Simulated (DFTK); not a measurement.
# Au (Fm-3m) in DFTK: settings compared

One crystal, Au, is run at these levels: BJ06, LDA, r2SCAN; tasks: band structure, equation of state, single point.

Program: DFTK 0.8.2. These are calculated values, not measurements. Logs are shortened: lines on timing, memory, paths and dates and some standing lists are left out, and cuts for length are marked.

**Experimental background.**

“Exploring toroidal anvil profiles for larger sample volumes above 4 Mbar”, 2024, pmc:11102561 quotes, for a bulk crystal of Au: bulk modulus 167 GPa.

How close the calculation comes is told below.

## Step 1: Starting point

It takes space group Fm-3m (No. 225, cubic). The conventional cell has a = 4.070 Å, b = 4.070 Å, c = 4.070 Å, α = 90.00°, β = 90.00°, γ = 90.00°. Au (site symmetry m-3m) is surrounded by 12 Au at 2.88 Å.

## Step 2: Band structure, BJ06

run.jl reads:

```julia
using DFTK
using PseudoPotentialData
using Unitful, UnitfulAtomic
using LinearAlgebra, Printf
include("save.jl")
disable_threading()

lines = readlines("Au.cif")
tag(name) = parse(Float64, split(only(filter(startswith(name), lines)))[2])
a, b, c = tag.(["_cell_length_a", "_cell_length_b", "_cell_length_c"])
α, β, γ = deg2rad.(tag.(["_cell_angle_alpha", "_cell_angle_beta", "_cell_angle_gamma"]))
cx, cy  = cos(β), (cos(α) - cos(β) * cos(γ)) / sin(γ)
lattice = austrip(1u"Å") * [a b*cos(γ) c*cx; 0 b*sin(γ) c*cy; 0 0 c*sqrt(1 - cx^2 - cy^2)]
sites     = split.(lines[findlast(startswith("_atom_site_"), lines)+1:end])
symbols   = [Symbol(s[2]) for s in sites]
positions = [parse.(Float64, s[5:7]) for s in sites]
pseudopotentials = Dict(:Au => "Au.upf")
elements = Dict(s => ElementPsp(s, pseudopotentials; rcut=10.0) for s in unique(symbols))
atoms    = [elements[s] for s in symbols]

build_model(lattice, positions; symmetries=true) =
    model_DFT(lattice, atoms, positions;
              functionals=[:mgga_x_tb09, :lda_c_pw],
              temperature=austrip(0.05u"eV"),
              smearing=Smearing.FermiDirac(),
              symmetries)
Ecut  = 38.0  # hartree
kgrid = [10, 10, 10]
tol   = 1e-6
to_GPa = ustrip(uconvert(u"GPa", 1u"hartree/bohr^3"))

model = build_model(lattice, positions)
basis = PlaneWaveBasis(model; Ecut, kgrid)
display(basis)
scfres = self_consistent_field(basis;
                               tol,
                               nbandsalg=AdaptiveBands(model; n_bands_converge=14))
display(scfres.energies)
@printf "Fermi level: %.6f eV\n" ustrip(auconvert(u"eV", something(scfres.εF, NaN)))
println("Levels at the first k-point (eV): ", round.(ustrip.(auconvert.(u"eV", scfres.eigenvalues[1][1:scfres.n_bands_converge])); digits=4))
save_scf!(scfres)

points = Dict("G" => [0.0, 0.0, 0.0], "K" => [0.375, 0.375, 0.75], "L" => [0.5, 0.5, 0.5], "U" => [0.625, 0.25, 0.625], "W" => [0.5, 0.25, 0.75], "X" => [0.5, 0.0, 0.5])
segments = [("G", "X", 7), ("X", "W", 4), ("W", "K", 3), ("K", "G", 7), ("G", "L", 6), ("L", "U", 4), ("U", "W", 3), ("W", "L", 5), ("L", "K", 4), ("U", "X", 3)]
kcoords = vcat([[points[a] + t * (points[b] - points[a]) for t in range(0, 1, n)] for (a, b, n) in segments]...)
bands = compute_bands(scfres, ExplicitKpoints(kcoords); n_bands=16, tol=1e-5)
for (k, ε) in zip(bands.basis.kpoints, bands.eigenvalues)
    @printf "%d %8.4f %8.4f %8.4f " k.spin k.coordinate...
    println(join([@sprintf("%9.4f", e) for e in ustrip.(auconvert.(u"eV", ε .- scfres.εF))]))
end
results["band_energies"] = rows(bands.eigenvalues); results["band_kpoints"] = rows(kcoords)
```

Au.cif reads:

```cif
data_Au
_cell_length_a 2.87792460
_cell_length_b 2.87792460
_cell_length_c 2.87792460
_cell_angle_alpha 60.00000000
_cell_angle_beta 60.00000000
_cell_angle_gamma 60.00000000
_space_group_name_H-M_alt 'P1'
_space_group_name_Hall 'P 1'
_space_group_IT_number 1
loop_
_space_group_symop_operation_xyz
'x,y,z'
loop_
_atom_site_label
_atom_site_type_symbol
_atom_site_symmetry_multiplicity
_atom_site_Wyckoff_symbol
_atom_site_fract_x
_atom_site_fract_y
_atom_site_fract_z
_atom_site_occupancy
Au1 Au 1 a 0.0000000000 0.0000000000 0.0000000000 1
```

Potentials or basis: in-house norm-conserving set (r2SCAN, scalar relativistic).

The run is started by

```
> julia --threads=1 run.jl  # save.jl only writes the numbers to a file and isn't shown; printed stress counts tension as positive; times include loading and compiling
```

What it wrote:

```text
[... set-up lines left out ...]
n     Energy            log10(ΔE)   log10(Δρ)   log10(Δτ)   Diag   Δtime
---   ---------------   ---------   ---------   ---------   ----   ------
  1   -123.8035561230                   -1.10        0.95    4.7    10.1s
  2   -123.5273199030   +   -0.56       -1.24       -0.36    2.0    6.69s
  3   -123.5892387769       -1.21       -1.50       -1.09    2.2    5.63s
  4   -123.6065221679       -1.76       -1.68       -1.40    1.0    5.92s
  5   -123.6024497957   +   -2.39       -2.22       -2.04    1.0    5.93s
  6   -123.6065840770       -2.38       -3.02       -2.20    1.1    6.64s
  7   -123.6048855947   +   -2.77       -3.27       -2.72    2.6    6.74s
  8   -123.6051082772       -3.65       -3.55       -3.37    1.1    6.69s
  9   -123.6056135056       -3.30       -4.42       -3.11    1.9    7.46s
 10   -123.6054922227   +   -3.92       -4.21       -3.84    2.3    8.59s
 11   -123.6055800520       -4.06       -4.94       -3.95    1.8    7.64s
 12   -123.6055810645       -5.99       -5.15       -4.78    2.1    8.55s
 13   -123.6055876040       -5.18       -5.07       -5.05    1.1    6.91s
 14   -123.6055818972   +   -5.24       -5.29       -5.16    1.0    5.08s
 15   -123.6055805047   +   -5.86       -5.36       -5.54    1.0    6.61s
 16   -123.6055787060   +   -5.75       -5.50       -5.58    1.0    8.36s
 17   -123.6055759633   +   -5.56       -5.87       -5.38    1.0    7.24s
 18   -123.6055742998   +   -5.78       -6.56       -5.55    2.0    6.82s
Energy breakdown (in Ha):
    Kinetic             42.8804402
    AtomicLocal         -92.2007555
    AtomicNonlocal      3.7191945
    Ewald               -107.5994881
    PspCorrection       5.3942010
    Hartree             26.5708877
    Xc                  -2.3699356
    Entropy             -0.0001186

    total               -123.605574299847
Fermi level: 12.437346 eV
Levels at the first k-point (eV): [-93.5358, -44.8089, -44.8089, -44.8089, 2.7661, 7.5557, 7.5557, 7.5557, 9.0245, 9.0245, 27.2966, 31.2447, 31.2447, 31.2447]
1   0.0000   0.0000   0.0000 -105.9731 -57.2462 -57.2462 -57.2462  -9.6713  -4.8817  -4.8817  -4.8817  -3.4128  -3.4128  14.8592  18.8073  18.8073  18.8073  23.8632  28.2355
1   0.0833   0.0000   0.0833 -105.9720 -57.2608 -57.2520 -57.2520  -9.3460  -5.0416  -4.7368  -4.7368  -3.5831  -3.3424  15.2413  17.8966  18.5868  18.5868  25.6831  26.1029
1   0.1667   0.0000   0.1667 -105.9690 -57.3001 -57.2677 -57.2677  -8.4343  -5.4556  -4.3144  -4.3144  -3.9815  -3.1461  16.2627  16.8207  17.3798  17.3798  22.2515  24.9939
1   0.2500   0.0000   0.2500 -105.9649 -57.3531 -57.2891 -57.2891  -7.2918  -5.9751  -4.1258  -3.6592  -3.6592  -2.8680  15.1036  15.1036  16.2348  17.5030  17.6022  25.9756
1   0.3333   0.0000   0.3333 -105.9609 -57.4054 -57.3105 -57.3105  -6.8744  -6.4513  -2.9256  -2.8771  -2.8771  -2.5775  12.4455  12.7443  12.7443  16.8125  18.8652  28.2885
1   0.4167   0.0000   0.4167 -105.9579 -57.4431 -57.3261 -57.3261  -7.0624  -6.7771  -2.3560  -2.1814  -2.1814  -0.5117   8.3015  10.9978  10.9978  17.2477  19.7301  27.9544
[... 38 lines left out ...]
1   0.5625   0.1250   0.5625 -105.9568 -57.4474 -57.3456 -57.3273  -6.9762  -6.6622  -2.7295  -2.5347  -2.0027   2.5326   5.5337   9.0905  11.0434  18.2852  20.7859  27.0558
1   0.5000   0.0000   0.5000 -105.9568 -57.4568 -57.3318 -57.3318  -7.1786  -6.8921  -2.2729  -1.8886  -1.8886   1.3186   5.9285  10.3417  10.3417  17.4787  20.0323  27.5215
```

Run time: 2.8 min. Hardware: 1 thread of Intel Xeon Platinum 8259CL at 2.50GHz (Skylake/Cascade Lake), shared host; peak memory 1.5 GiB.

Results:

```
Band gap on the k mesh : none (metal or under the smearing width)
```

Levels at the corners of the path, in eV from the Fermi level:
| point | band 6 | band 7 | band 8 | band 9 | band 10 | band 11 | band 12 | band 13 |
| --- | --- | --- | --- | --- | --- | --- | --- | --- |
| Γ | -4.88 | -4.88 | -4.88 | -3.41 | -3.41 | 14.86 | 18.81 | 18.81 |
| X | -6.89 | -2.27 | -1.89 | -1.89 | 1.32 | 5.93 | 10.34 | 10.34 |
| W | -5.28 | -5.28 | -3.53 | -1.89 | 4.93 | 6.54 | 6.54 | 9.61 |
| K | -5.95 | -3.96 | -3.12 | -2.33 | 4.07 | 4.87 | 7.61 | 12.92 |
| Γ | -4.88 | -4.88 | -4.88 | -3.41 | -3.41 | 14.86 | 18.81 | 18.81 |
| L | -4.93 | -4.93 | -2.22 | -2.22 | -0.69 | 3.14 | 14.29 | 17.48 |
| U | -5.95 | -3.96 | -3.12 | -2.33 | 4.07 | 4.87 | 7.61 | 12.92 |
| W | -5.28 | -5.28 | -3.53 | -1.89 | 4.93 | 6.54 | 6.54 | 9.61 |
| L | -4.93 | -4.93 | -2.22 | -2.22 | -0.69 | 3.14 | 14.29 | 17.48 |
| K | -5.95 | -3.96 | -3.12 | -2.33 | 4.07 | 4.87 | 7.61 | 12.92 |
| U | -5.95 | -3.96 | -3.12 | -2.33 | 4.07 | 4.87 | 7.61 | 12.92 |
| X | -6.89 | -2.27 | -1.89 | -1.89 | 1.32 | 5.93 | 10.34 | 10.34 |

Caveat: the program leaves the constant c of mgga_x_tb09 at 1, so the potential is Becke-Johnson's (BJ06) and not Tran and Blaha's, with levels but no total energy; the potentials were made for another functional, which shifts forces and pressure; spin-orbit coupling is left out, which moves the levels of the heavy elements.

## Step 3: Equation of state, LDA

run.jl reads:

```julia
using DFTK
using PseudoPotentialData
using Unitful, UnitfulAtomic
using LinearAlgebra, Printf
include("save.jl")
disable_threading()

lines = readlines("Au.cif")
tag(name) = parse(Float64, split(only(filter(startswith(name), lines)))[2])
a, b, c = tag.(["_cell_length_a", "_cell_length_b", "_cell_length_c"])
α, β, γ = deg2rad.(tag.(["_cell_angle_alpha", "_cell_angle_beta", "_cell_angle_gamma"]))
cx, cy  = cos(β), (cos(α) - cos(β) * cos(γ)) / sin(γ)
lattice = austrip(1u"Å") * [a b*cos(γ) c*cx; 0 b*sin(γ) c*cy; 0 0 c*sqrt(1 - cx^2 - cy^2)]
sites     = split.(lines[findlast(startswith("_atom_site_"), lines)+1:end])
symbols   = [Symbol(s[2]) for s in sites]
positions = [parse.(Float64, s[5:7]) for s in sites]
pseudopotentials = PseudoFamily("cp2k.nc.sr.lda.v0_1.semicore.gth")
elements = Dict(s => ElementPsp(s, pseudopotentials) for s in unique(symbols))
atoms    = [elements[s] for s in symbols]

build_model(lattice, positions; symmetries=true) =
    model_DFT(lattice, atoms, positions;
              functionals=LDA(),
              temperature=austrip(0.05u"eV"),
              smearing=Smearing.FermiDirac(),
              symmetries)
Ecut  = 44.0  # hartree
kgrid = [9, 9, 9]
tol   = 1e-6
to_GPa = ustrip(uconvert(u"GPa", 1u"hartree/bohr^3"))

results["points"] = []
for scale in [0.94, 0.96, 0.98, 1.0, 1.02, 1.04, 1.06]
    println("\n=== scale = ", scale)
    model = build_model(cbrt(scale) * lattice, positions)
    basis = PlaneWaveBasis(model; Ecut, kgrid)
    t0 = time()
    scfres = self_consistent_field(basis;
                                   tol,
                                   nbandsalg=AdaptiveBands(model; n_bands_converge=10))
    seconds = time() - t0
    @printf "SCF: %d iterations, %.1f s\n" scfres.n_iter seconds
    forces = compute_forces_cart(scfres)
    stress = compute_stresses_cart(scfres)
    @printf "V = %.5f Å^3  F = %.8f Ha  max force = %.5f eV/Å  p = %.4f GPa\n" ustrip(auconvert(u"Å^3", model.unit_cell_volume)) scfres.energies.total ustrip(auconvert(u"eV/Å", maximum(norm, forces))) (-tr(stress) / 3 * to_GPa)
    push!(results["points"], save_scf!(scfres; forces, stress, d=Dict{String,Any}("seconds" => seconds, "n_matvec" => get(scfres, :n_matvec, 0))))
end

# third-order Birch-Murnaghan fit in x = V^(-2/3)
V = [0.94, 0.96, 0.98, 1.0, 1.02, 1.04, 1.06] * abs(det(lattice))
E = [p["total"] for p in results["points"]]
x = V .^ (-2 / 3)
c = [x .^ 0 x x .^ 2 x .^ 3] \ E
Δ = c[3]^2 - 3c[2] * c[4]
if Δ > 0
    x0 = (-c[3] + sqrt(Δ)) / 3c[4]
    B0 = 4 / 9 * x0^(7 / 2) * (2c[3] + 6c[4] * x0)
    @printf "V0 = %.4f Å^3  B0 = %.2f GPa\n" ustrip(auconvert(u"Å^3", x0^(-3 / 2))) B0 * to_GPa
end
```

Au.cif is that of step 2.

Potentials or basis: cp2k.nc.sr.lda.v0_1.semicore.gth (LDA, GTH).

The run is started by

```
> julia --threads=1 run.jl  # save.jl only writes the numbers to a file and isn't shown; printed stress counts tension as positive; times include loading and compiling
```

Wall time 5.4 min (1 thread of Intel Xeon Platinum 8259CL at 2.50GHz (Skylake/Cascade Lake), shared host); peak memory 1.5 GiB.

It converged, with:

```yaml
Equilibrium_volume: 17.04 Å³/atom
Bulk_modulus: 187 GPa
Pressure_derivative_of_the_bulk_modulus: 5.7
```

Energy against volume, from the lowest point:
| volume (Å³/atom) | energy (meV/atom) |
| --- | --- |
| 15.843 | 56.83 |
| 16.181 | 27.56 |
| 16.518 | 9.20 |
| 16.855 | 0.40 |
| 17.192 | 0.00 |
| 17.529 | 6.94 |
| 17.866 | 20.30 |

Caveat: GTH potentials come without recommended cutoffs, and this one wasn't checked for convergence.

[end of part 1 of 2]
